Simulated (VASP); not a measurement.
Wanted: the native input for a VASP 6.6.1 run.

* Task: single point
* Functional: PBE
* Dispersion: D3(BJ)
* Potentials or basis: VASP PAW PBE potentials, release 64 (C)
* Cutoff: 520 eV
* k mesh: 9 × 9 × 1
* Occupations: gaussian, width 0.1 eV
* Spin: no spin polarisation
* Dipole correction: yes
* Further INCAR settings: ALGO = Fast; EDIFF = 1e-07; NBANDS = 11

The structure of C lies in POSCAR:

```
C
1.0
    2.4660651700      0.0000000000      0.0000000000
   -1.2330325850      2.1356750846      0.0000000000
    0.0000000000      0.0000000000     28.0000000000
C
2
Direct
    0.3333333333      0.6666666667      0.5000000752
    0.6666666667      0.3333333333      0.4999999248
```

The cell was built by a generator and needn't be a form met in nature.

These files were run (other wordings do the same):

INCAR

```
SYSTEM = C
PREC = Accurate
ENCUT = 520
EDIFF = 1E-7
ISMEAR = 0
SIGMA = 0.1
LREAL = .FALSE.
LASPH = .TRUE.
NELM = 80
ALGO = Fast
ISIF = 2
LWAVE = .FALSE.
LCHARG = .FALSE.
LDIPOL = .TRUE.
IDIPOL = 3
DIPOL = 0.5 0.5 0.500
GGA = PE
IVDW = 12
NBANDS = 11
```

KPOINTS

```
regular mesh
0
G
  9 9 1
  0 0 0
```

Potentials or basis: VASP PAW PBE potentials, release 64 (C).

Command:

```console
$ cat potpaw_PBE.64/C/POTCAR > POTCAR
$ mpirun -np 1 vasp_std > vasp.out
```

Results of the run:

```json
{
 "Band gap on the k mesh": "none (metal or under the smearing width)",
 "Dispersion energy per atom": "-0.089 eV"
}
```

Wall time 17 s on 1 thread of Intel(R) Xeon(R) 6975P-C (Granite Rapids), with other jobs on the host, peak memory 0.23 GiB.
